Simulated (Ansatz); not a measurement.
# SiGe: the cost of one run

Computed with Ansatz 0.2.0 (DFT r2SCAN, scalar-relativistic, plane waves, PAW, unless a step's input says otherwise).

### Step 1. The starting structure

Symmetry: P6_3mc, No. 186, hexagonal system. Conventional cell: a = 3.904 Å, b = 3.904 Å, c = 6.454 Å, α = 90.00°, β = 90.00°, γ = 120.00°. Si (site symmetry 3m) is surrounded by 4 Ge at 2.40 to 2.41 Å. Ge (site symmetry 3m) has 4 Si at 2.40 to 2.41 Å as nearest neighbours.

Structure file:

```
Si Ge
1.0
     3.90438    0.00000    0.00000
    -1.95219    3.38129    0.00000
     0.00000    0.00000    6.45368
Si Ge
2 2
Cartesian
  1.9522 1.1271 5.6435
  0.0000 2.2542 2.4167
  1.9522 1.1271 3.2303
  0.0000 2.2542 0.0034
```

It goes back to an entry of the Materials Project, which need not be the stable form.

This cell was relaxed beforehand with the same method: volume 21.30 Å³/atom, gap on the mesh 0.66 eV.

### Step 2. The reference: the undisturbed cell on the scan's mesh

Contents of input.yaml:

```yaml
crystal:
  lattice:
    - [3.9043776442, 0.0, 0.0]
    - [-1.9521888221, 3.3812902258, 0.0]
    - [0.0, 0.0, 6.4536796676]
  atoms:
    - { symbol: Si, position: [0.6666666667, 0.3333333333, 0.8744661518] }
    - { symbol: Si, position: [0.3333333333, 0.6666666667, 0.3744661518] }
    - { symbol: Ge, position: [0.6666666667, 0.3333333333, 0.5005328482] }
    - { symbol: Ge, position: [0.3333333333, 0.6666666667, 0.0005328482] }
basis:
  ecutwfc: 500
kpoints:
  mp_grid: { grid: [6, 6, 4] }
hamiltonian:
  xc: r2scan
scf:
  occupations: { method: gaussian, width: 0.05 }
output:
  forces: true
  stress: true
  eigenvalues: true
```

On the command line:

```sh
$ ansatz run input.yaml --threads 2 --pin off --max-ram 5120MiB --backend cpu --events-out ev --progress --plain --runs-dir out
```

Q: Estimate wall time and peak memory on 2 threads of Intel Xeon at 2.50GHz (Skylake/Cascade Lake), shared host.

About 11 s, with a peak of 0.52 GiB.
